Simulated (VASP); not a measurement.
**A VASP 6.6.1 single-point calculation on InSb**

INCAR

```
NBANDS = 16
LREAL = .FALSE.
IBRION = -1
NSW = 0
LCHARG = .FALSE.
LWAVE = .FALSE.
ISIF = 2
ISMEAR = -1
PREC = Accurate
NELM = 67
ENCUT = 520
SIGMA = 0.02
EDIFF = 1E-7
GGA = PS
LASPH = .TRUE.
```

KPOINTS

```
KPOINTS created by Atomic Simulation Environment
0
Gamma
6 6 6
0 0 0
```

POSCAR

```
In Sb
 1.0000000000000000
     0.0000000000000000    3.2795130174999998    3.3123081477000000
     3.2795130174999998    0.0000000000000000    3.3123081477000000
     3.2795130174999998    3.2795130174999998    0.0000000000000000
 In  Sb
   1   1
Cartesian
  0.0000000000000000  0.0000000000000000  0.0000000000000000
  1.6397565087499999  1.6397565087499999  1.6561540738500000
```

The recommended PBE PAW datasets give the neutral cell 18 valence electrons.

Command

```
mpirun -np 1 vasp_std
```

OSZICAR

```
N       E                     dE             d eps       ncg     rms          rms(c)
DAV:   1     0.112626914151E+03    0.11263E+03   -0.78486E+03   960   0.110E+03
DAV:   2    -0.372007287362E+00   -0.11300E+03   -0.10868E+03  1064   0.273E+02
DAV:   3    -0.758877103841E+01   -0.72168E+01   -0.71918E+01  1272   0.722E+01
DAV:   4    -0.779660607388E+01   -0.20784E+00   -0.20777E+00  1184   0.143E+01
DAV:   5    -0.780979963623E+01   -0.13194E-01   -0.13193E-01  1512   0.294E+00    0.376E+00
DAV:   6    -0.769254927449E+01    0.11725E+00   -0.17490E-01  1424   0.665E+00    0.214E+00
DAV:   7    -0.767137609440E+01    0.21173E-01   -0.62889E-02  1304   0.250E+00    0.584E-01
DAV:   8    -0.767070777021E+01    0.66832E-03   -0.73278E-03  1288   0.956E-01    0.238E-01
DAV:   9    -0.767116857907E+01   -0.46081E-03   -0.86376E-04  1168   0.247E-01    0.813E-02
DAV:  10    -0.767114782799E+01    0.20751E-04   -0.46783E-05  1360   0.448E-02    0.377E-02
DAV:  11    -0.767116911263E+01   -0.21285E-04   -0.34470E-05  1168   0.448E-02    0.224E-02
DAV:  12    -0.767116966012E+01   -0.54749E-06   -0.11745E-06  1144   0.640E-03    0.670E-03
DAV:  13    -0.767116978385E+01   -0.12373E-06   -0.63932E-07  1224   0.449E-03    0.333E-03
DAV:  14    -0.767116962514E+01    0.15871E-06   -0.65929E-08  1072   0.164E-03    0.903E-04
DAV:  15    -0.767116963222E+01   -0.70863E-08   -0.12035E-08   768   0.765E-04
   1 F= -.76711696E+01 E0= -.76710174E+01  d E =-.304423E-03
```

From OUTCAR

```
k-points           NKPTS =     30   k-points in BZ     NKDIM =     30   number of bands    NBANDS=     16

   NELECT =      18.0000    total number of electrons

   dimension x,y,z NGX =    36 NGY =   36 NGZ =   36
   dimension x,y,z NGXF=    72 NGYF=   72 NGZF=   72

  energy-cutoff  :      520.00
  volume of cell :       71.25
      direct lattice vectors                 reciprocal lattice vectors
     0.000000000  3.279513017  3.312308148    -0.152461660  0.152461660  0.150952139
     3.279513017  0.000000000  3.312308148     0.152461660 -0.152461660  0.150952139
     3.279513017  3.279513017  0.000000000     0.152461660  0.152461660 -0.150952139

 k-points in reciprocal lattice and weights: KPOINTS created by Atomic Simulation Env
   0.00000000  0.00000000  0.00000000       0.005
   0.16666667  0.00000000  0.00000000       0.037
   0.33333333  0.00000000  0.00000000       0.037
   0.50000000  0.00000000  0.00000000       0.019
   0.16666667  0.16666667  0.00000000       0.009
   0.33333333  0.16666667  0.00000000       0.037
   0.50000000  0.16666667  0.00000000       0.037
  -0.33333333  0.16666667  0.00000000       0.037
   ...

 E-fermi :   4.5080

 k-point     1 :       0.0000    0.0000    0.0000
  band No.  band energies     occupation
      1      -9.9660      2.00000
      2      -9.9640      2.00000
      3      -9.9640      2.00000
      4      -9.8917      2.00000
      5      -9.8903      2.00000
      6      -5.9711      2.00000
      7       3.9630      2.00000
      8       4.4573      1.85269
      9       4.5050      1.07366
     10       4.5050      1.07366
     11       7.4125      0.00000
     12       7.4125      0.00000
     13       7.4344      0.00000
     14      10.0063      0.00000
     15      12.5983      0.00000
     16      12.7459      0.00000

 k-point     2 :       0.1667    0.0000    0.0000
  band No.  band energies     occupation
      1      -9.9749      2.00000
      2      -9.9606      2.00000
      3      -9.9595      2.00000
      4      -9.8920      2.00000
      5      -9.8904      2.00000
      6      -5.7383      2.00000
      7       1.9889      2.00000
      8       4.1564      2.00000
      9       4.1973      2.00000
     10       5.2974      0.00000
     11       7.8465      0.00000
     12       7.8481      0.00000
     13       8.0642      0.00000
     14      11.1155      0.00000
     15      11.6910      0.00000
     16      11.7698      0.00000

 k-point     3 :       0.3333    0.0000    0.0000
  band No.  band energies     occupation
      1      -9.9949      2.00000
      2      -9.9525      2.00000
      3      -9.9514      2.00000
      4      -9.8914      2.00000
      5      -9.8895      2.00000
      6      -5.1408      2.00000
      7      -0.0283      2.00000
      8       3.6970      2.00000
      9       3.7523      2.00000
     10       5.0363      0.00000
     11       8.2312      0.00000
     12       8.2625      0.00000
     13      10.0537      0.00000
     14      11.0483      0.00000
     15      12.1126      0.00000
     16      12.1225      0.00000

 ...

  Total       -0.4330597     -0.4330597     -0.5451118      0.0000000      0.0000000      0.0000000
  in kB       -9.7382039     -9.7382039    -12.2579182      0.0000000      0.0000000      0.0000000
  external PRESSURE =     -10.5781086 kB  Pullay stress =       0.0000000 kB

 POSITION                                       TOTAL-FORCE (eV/Angst)
 -----------------------------------------------------------------------------------
      0.00000      0.00000      0.00000        -0.000000     -0.000000      0.000000
      1.63976      1.63976      1.65615         0.000000      0.000000      0.000000
 -----------------------------------------------------------------------------------
    total drift:                               -0.000000     -0.000000     -0.000000

  FREE ENERGIE OF THE ION-ELECTRON SYSTEM (eV)
  ---------------------------------------------------
  free  energy   TOTEN  =        -7.6711696322 eV

  energy  without entropy=       -7.6708652092  energy(sigma->0) =       -7.67101742
```

It converged. Results: gap between bands v and c on the k mesh 0.00 eV; least direct gap on the k mesh 0.00 eV; pressure -1.1 GPa. Band v is the last that the valence electrons fill when counted band by band, and c is the next.

For comparison, a separate PBE run of the intended cell, on usual settings and not on those above, gives a gap of 0.00 eV on its mesh and a pressure of 1.0 GPa.

The run above took about 40 s on one core of a shared host (Intel Xeon Platinum 8488C) and held 0.21 GiB at most.
